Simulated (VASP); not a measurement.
The system is InPd.

```xyz
2
Lattice="0.0000 2.7461 2.7461 2.7461 0.0000 2.7461 2.7461 2.7461 0.0000" Properties=species:S:1:pos:R:3 pbc="T T T"
In    0.0000    0.0000    0.0000
Pd    2.7461    2.7461    2.7461
```

The cell was built by a generator and needn't be a form met in nature.

| Quantity | Value |
| --- | --- |
| Program | VASP 6.6.1 |
| Task | relaxation of cell and atoms |
| Functional | r2SCAN |
| Potentials or basis | VASP PAW PBE potentials, release 64 (In_d, Pd) |
| Cutoff | 600 eV |
| k mesh | 8 × 8 × 8 |
| Occupations | fermi-dirac, width 0.05 eV |
| Spin | no spin polarisation |

At the start: pressure -2.6 GPa; volume 20.71 Å³/atom.

Q: How do energy, volume and symmetry change on relaxing?

A: Over 3 steps the energy falls by 4.6 meV/atom and the volume is 20.15 Å³/atom (-2.7 %); space group Fm-3m (No. 225, to 0.05 Å).

Step by step:
| step | energy change (eV) | largest force (eV/Å) | pressure (GPa) | volume (Å³) |
| --- | --- | --- | --- | --- |
| 1 | 0.0000 | 0.0000 | -2.59 | 41.42 |
| 2 | -0.0033 | 0.0000 | 2.23 | 39.44 |
| 3 | -0.0091 | 0.0000 | -0.02 | 40.30 |

Final structure:
```yaml
crystal:
  lattice:
    - [0.00000, 2.72125, 2.72125]
    - [2.72125, 0.00000, 2.72125]
    - [2.72125, 2.72125, 0.00000]
  atoms:
    - { symbol: In, position: [0.00000, 0.00000, 0.00000] }
    - { symbol: Pd, position: [0.50000, 0.50000, 0.50000] }
```

Caveat: the PAW data sets were made with another functional, which shifts forces and pressure a little.
